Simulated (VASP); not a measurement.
# VASP inputs for MgO (strained CsCl)

INCAR

```
LWAVE = .FALSE.
LASPH = .TRUE.
EDIFF = 1E-7
NELM = 120
ISIF = 2
SIGMA = 0.02
NSW = 0
LCHARG = .TRUE.
IBRION = -1
LREAL = .FALSE.
NBANDS = 11
PREC = Accurate
GGA = PE
LELF = .TRUE.
ISMEAR = -1
ENCUT = 520
```

KPOINTS

```
KPOINTS created by Atomic Simulation Environment
0
Gamma
10 10 10
0 0 0
```

KPOINTS_OPT

```
special points
5
Reciprocal
0.0000000000 0.0000000000 0.0000000000 1
0.0000000000 0.5000000000 0.0000000000 1
0.5000000000 0.5000000000 0.0000000000 1
0.5000000000 0.5000000000 0.5000000000 1
0.0000000000 0.5000000000 0.5000000000 1
```

POSCAR

```
Mg O
 1.0000000000000000
     2.6233491285000001    0.0000000000000000    0.0000000000000000
     0.0000000000000000    2.6233491285000001    0.0000000000000000
     0.0000000000000000    0.0000000000000000    2.6745044364999999
 Mg  O
   1   1
Cartesian
  0.0000000000000000  0.0000000000000000  0.0000000000000000
  1.3116745642500001  1.3116745642500001  1.3372522182500002
```

VASP ran with the recommended PBE PAW datasets (8 valence electrons in the cell).

**Question.** Estimate the main results of this run.

**Answer.** gap between bands v and c 2.36 eV; least direct gap 3.33 eV; pressure 2.5 GPa.

Band v is the last that the valence electrons fill when counted band by band, and c is the next. Levels in eV from the top of v:

```json
{"point": "Γ", "v−1": "-0.96", "v": "-0.96", "c": "2.36", "c+1": "10.20"}
{"point": "X", "v−1": "-0.78", "v": "-0.51", "c": "6.79", "c+1": "9.33"}
{"point": "M", "v−1": "-4.67", "v": "-0.19", "c": "5.04", "c+1": "11.96"}
{"point": "R", "v−1": "-3.66", "v": "-3.62", "c": "7.33", "c+1": "7.33"}
```
